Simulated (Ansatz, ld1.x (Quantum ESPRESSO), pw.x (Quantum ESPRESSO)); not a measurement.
Equation-of-state test of one TM potential (Be)

```json
{
  "Element": "beryllium",
  "Generator": "ld1.x (Quantum ESPRESSO) 7.5",
  "Type": "norm-conserving Troullier–Martins (Kleinman–Bylander form)",
  "Functional": "PBE",
  "Relativity": "scalar-relativistic",
  "Frozen core": "[He]",
  "Valence charge": "2",
  "Reference configuration": "2s2 2p0",
  "Partial waves": "2p (bound, empty): rc 3.00 bohr; 3d channel at 0.3 Ry: rc 3.05 bohr; 2s (bound): rc 2.05 bohr",
  "Local potential": "the s channel",
  "Core correction": "a·sin(br)/r model core inside 1.35 bohr"
}
```

Crystal test: sc Be in pw.x 7.5, no spin, 15³ k-points, Fermi–Dirac smearing 0.01 Ry, cutoffs 50/200 Ry. The reference is all-electron LAPW (Ansatz 0.2.0) with the same functional, mesh and smearing; V0 and B0 come from Birch–Murnaghan fits to the pressures at five volumes. Errors are pseudo minus all-electron; Δ is the rms difference of the E(V) curves that follow from these fits, minima aligned, over ±6 % about the mean V0. Mesh and smearing are coarse, so the numbers serve the comparison and aren't converged zero-temperature values; the lattice is a test structure that the element need not adopt.

| V (Å³/atom) | P all-electron (GPa) | P pseudo (GPa) |
| --- | --- | --- |
| 9.631 | 5.30 | 1.75 |
| 9.885 | 3.01 | -0.21 |
| 10.138 | 0.95 | -1.97 |
| 10.391 | -0.91 | -3.56 |
| 10.645 | -2.57 | -4.99 |

All-electron: a0 = 2.173 Å (V0 = 10.26 Å³/atom), B0 = 75.0 GPa.

Pseudopotential: mean pressure error (GPa): -2.95; a0 (Å): 2.144; a0 error (%): -1.34; B0 error (%): -2.5; Δ (meV/atom): 6.6. The largest radius (3.05 bohr) exceeds half the bond length (2.04 bohr), so the spheres overlap, which is one possible source of error among others. This is a poor potential for the solid.

Problem. At the middle volume, how do free energy and pressure move when the wave cutoff is lowered (ecutrho kept at four times it)?

Solution.

| cutoff (Ry) | shift of F (meV/atom) | shift of P (GPa) |
| --- | --- | --- |
| 22 | +8.9 | -0.18 |
| 30 | +1.5 | -0.12 |
| 40 | +0.2 | +0.02 |

The 8 pw.x runs together took about 13 s on one core of a shared server CPU.
